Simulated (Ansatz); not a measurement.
**CdO**

```
Cd O
1.0
     0.00000    2.34815    2.34815
     2.34815    0.00000    2.34815
     2.34815    2.34815    0.00000
Cd O
1 1
Direct
  0.00000 0.00000 0.00000
  0.50000 0.50000 0.50000
```

Atoms are numbered in the order listed.

The geometry is COD entry 9006671, unchecked; take it as a test cell.

Methods: DFT, PBE, all-electron LAPW, scalar-relativistic (Ansatz 0.2.0); DFT, PBE, PAW with Ansatz's default frozen-core files, scalar-relativistic (Ansatz 0.2.0).

For LAPW: a Γ-centred 11×11×11 k mesh, Fermi–Dirac smearing of 0.02 eV, basis error target 0.5 meV/atom, no spin polarisation. PAW takes a cutoff of 420 eV at this cell. The Ansatz runs share mesh, smearing and spin set-up. Values come from LAPW unless marked.

- Density of states at the Fermi level (0.2 eV bin): 0.03 states/eV per cell
- Pressure at this cell: 6.34 GPa
- Volume per atom: 87.4 bohr³

**Question.** Löwdin charges (with 0.17 e of the cell spilling out of the atomic basis, so their sizes and signs hang on that basis): what does the calculation give?

**Answer.** Cd1 1.36, O2 -1.18 e.

**Question.** Give the computed value. Band gap.

**Answer.** none: bands cross the Fermi level, a metal.

**Question.** Bader charges (from the PAW run): what does the calculation give?

**Answer.** Cd1 +1.18, O2 -1.18 e.
